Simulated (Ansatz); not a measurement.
# CdO: pressure against volume

CdO, Fm-3m, a = 4.768 Å. Ansatz: PBE, PAW, 420 eV, Γ-centred 16×16×16 mesh on 2 atoms, Gaussian smearing 0.10 eV; no spin polarisation. Symmetry fixes shape and atoms, so the cell is only scaled; pressure is positive in compression.

```tsv
V (Å³/atom)	P (GPa)
11.921	21.83
12.327	?
12.734	9.03
13.140	4.13
13.547	0.01
13.953	-3.45
14.359	-6.37
14.901	-9.54
```

Take V0 = 13.547 Å³/atom, count pressures from its P0 = 0.01 GPa, fit the third-order Birch–Murnaghan form to the other rows, and predict the missing pressure.

With the Eulerian strain f = ½[(V0/V)^(2/3) − 1] and y = (P − P0)/[3f(1 + 2f)^(5/2)], the form is the line y = B0 + 1.5 B0 (B0′ − 4) f. Rows (f, y): 0.04449, 132.1; 0.02106, 128.8; 0.01027, 127.1; -0.00975, 124.3; -0.01903, 123.1; -0.03077, 121.3. Means f = 0.002712, y = 126.12; Σ(Δf)² = 0.003888, ΣΔfΔy = 0.5561; the slope is their ratio. y = 125.7 + 143.0 f GPa, so B0 = 125.7 GPa and B0′ = 4 + 2 × (143.0)/(3 × 125.7) = 4.76. At V = 12.327, f = 0.03247, y = 130.34 and P = 14.87 GPa. The run gave 14.87 GPa, the same to the digits shown.